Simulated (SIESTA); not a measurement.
**Tl: equation of state with LDA**

Crystal: Tl.

```
Tl
1.0
     3.45600    0.00000    0.00000
    -1.72800    2.99298    0.00000
     0.00000    0.00000    5.52500
Tl
2
Direct
  0.66667 0.33333 0.75000
  0.33333 0.66667 0.25000
```

| Property | Result |
| --- | --- |
| Program | SIESTA 5.4.2 |
| Task | equation of state |
| Functional | LDA |
| Potentials or basis | PseudoDojo 0.4 standard (LDA files) |
| Basis | DZP (energy shift 0.003 Ry; two zetas on semicore shells) |
| Grid cutoff | 500 Ry |
| Energy shift | 0.003 Ry |
| k mesh | 9 × 9 × 5 |
| Occupations | fermi-dirac, width 0.05 eV |
| Spin | no spin polarisation |

The equilibrium volume is 27.43 Å³/atom, the bulk modulus at fixed shape and positions is 47 GPa and the pressure derivative of the bulk modulus is 5.9.

Energy against volume, from the lowest point:
```
volume (Å³/atom)  energy (meV/atom)
          26.860               1.83
          27.432               0.00
          28.003               1.62
          28.575               6.27
          29.146              13.50
          29.718              22.98
          30.289              34.37
```

All runs of the series together: 5.6 min on 1 thread of Intel(R) Xeon(R) 6975P-C (Granite Rapids) (shared host).

Caveat: the cell was scaled at fixed shape and fractional positions, which overstates the stiffness of a crystal with free parameters, most of all of layers and chains; the basis of atomic orbitals isn't converged, which shifts pressures, moduli and gaps. The run has no spin-orbit coupling, so splittings on Tl are missing.
